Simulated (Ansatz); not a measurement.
# Straining CsH

Computed with DFT LDA, scalar-relativistic, plane waves, PAW in Ansatz. (420 eV cutoff, 6×6×6 k-mesh, Gaussian smearing of 0.02 eV, no spin polarisation)

Reference structure (relaxed):

```
CELL_PARAMETERS angstrom
3.05112 3.05112 0.00000
-3.05112 3.05112 0.00000
0.00000 0.00000 6.10224
ATOMIC_POSITIONS crystal
Cs 0.00000 0.00000 0.00000
Cs 0.50000 0.50000 0.50000
H 0.50000 0.50000 0.00000
H 0.00000 0.00000 0.50000
```

Deformation: all cell vectors scaled alike, the atoms relaxed, all within the symmetry that the strain leaves. Energies are extrapolated to zero smearing. Gaps are Kohn–Sham gaps over the whole zone.

Spin-orbit coupling is left out, which matters for the bands and energies of heavy elements.

| strain (%) | ΔE (meV/atom) | a (Å) | b (Å) | c (Å) | gap (eV) |
| --- | --- | --- | --- | --- | --- |
| -6.0 | 39.3 | 4.056 | 4.056 | 5.736 | 1.38 |
| -4.0 | 16.3 | 4.142 | 4.142 | 5.858 | 1.52 |
| -2.0 | 3.7 | 4.229 | 4.229 | 5.980 | 1.64 |
| +0.0 | 0.0 | 4.315 | 4.315 | 6.102 | 1.75 |
| +2.0 | 3.9 | 4.401 | 4.401 | 6.224 | 1.85 |
| +4.0 | 14.3 | 4.488 | 4.488 | 6.346 | 1.94 |
| +6.0 | 30.1 | 4.574 | 4.574 | 6.468 | 2.01 |

(1) What stiffness (1/V) d²E/dε² at zero strain does a cubic fit over all points give?

(2) How fast does the gap move with strain on either side?

Results:

(1) A cubic fit gives (1/V) d²E/dε² = 109 GPa at zero strain (nine times the bulk modulus at fixed shape).

(2) 56 meV per percent on the compressed side and 49 meV per percent on the stretched side.